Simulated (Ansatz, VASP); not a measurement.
**One calculation of CuO (Tenorite), two programs**

```
Cu O
1.0
     2.36018   -1.72475    0.00000
     2.36018    1.72475    0.00000
    -0.86625    0.00000    5.09294
Cu O
2 2
Direct
  0.49680 0.00320 0.50000
  0.00320 0.49680 0.00000
  0.40560 0.57140 0.75370
  0.57140 0.40560 0.25370
```

Change from the starting cell: volume scaled by 1.02.

Alike in both runs: task single point; functional PBE; k mesh 10 × 10 × 5; occupations fermi-dirac, width 0.05 eV; no spin polarisation.

|  | VASP | Ansatz |
| --- | --- | --- |
| version | VASP 6.6.1 | Ansatz 0.2.0 |
| potentials or method | VASP PAW PBE potentials, release 64 (Cu, O) | Ansatz PAW |
| plane-wave cutoff (eV) | 520 | 420 |
| valence electrons in the cell | 34 | 50 |

|  | VASP | Ansatz | Ansatz less VASP |
| --- | --- | --- | --- |
| gap on the k mesh at the Fermi level (eV) | none | none | - |
| pressure (GPa) | 2.8 | 2.2 | -0.61 |
| largest component of the traceless stress (GPa) | 1.37 | 1.74 | +0.367 |
| rms of the force components (eV/Å) | 0.420 | 0.411 | -0.0091 |

Atom by atom the forces differ by 0.023 eV/Å (rms over components). A gap of «none» marks a metal or a gap that the smearing closes. The functional is the same, so the differences come from potentials, cutoffs and numerics. The two sets of potentials don't hold the same shells in valence.

Caveats: the run has no spin polarisation, though such a crystal can be magnetic; semilocal functionals often make such compounds metallic where correlation or magnetic order opens a gap, which also shifts bond lengths; the pressure holds a Pulay correction of +0.7 GPa for the finite cutoff (Ansatz).
